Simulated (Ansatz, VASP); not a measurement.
# Two plane-wave programs on Ga

```xyz
2
Lattice="2.7217 0.0000 0.0000 0.0000 3.2146 0.0000 -1.3160 0.0000 3.9088" Properties=species:S:1:pos:R:3 pbc="T T T"
Ga   -0.6472    2.4110    3.0104
Ga    2.0529    0.8037    0.8984
```

Change from the starting cell: volume scaled by 0.94.

Alike in both runs: task single point; functional PBE; k mesh 10 × 8 × 7; occupations fermi-dirac, width 0.05 eV; no spin polarisation.

|  | VASP | Ansatz |
| --- | --- | --- |
| version | VASP 6.6.1 | Ansatz 0.2.0 |
| potentials or method | VASP PAW PBE potentials, release 64 (Ga_d) | Ansatz PAW |
| plane-wave cutoff (eV) | 520 | 420 |
| valence electrons in the cell | 26 | 26 |

```csv
,VASP,Ansatz,Ansatz less VASP
gap on the k mesh at the Fermi level (eV),none,none,-
pressure (GPa),7.8,7.6,-0.19
largest component of the traceless stress (GPa),1.24,1.21,-0.037
rms of the force components (eV/Å),0.065,0.064,-0.0003
```

Atom by atom the forces differ by 0.000 eV/Å (rms over components). A gap of «none» marks a metal or a gap that the smearing closes. The functional is the same, so the differences come from potentials, cutoffs and numerics.
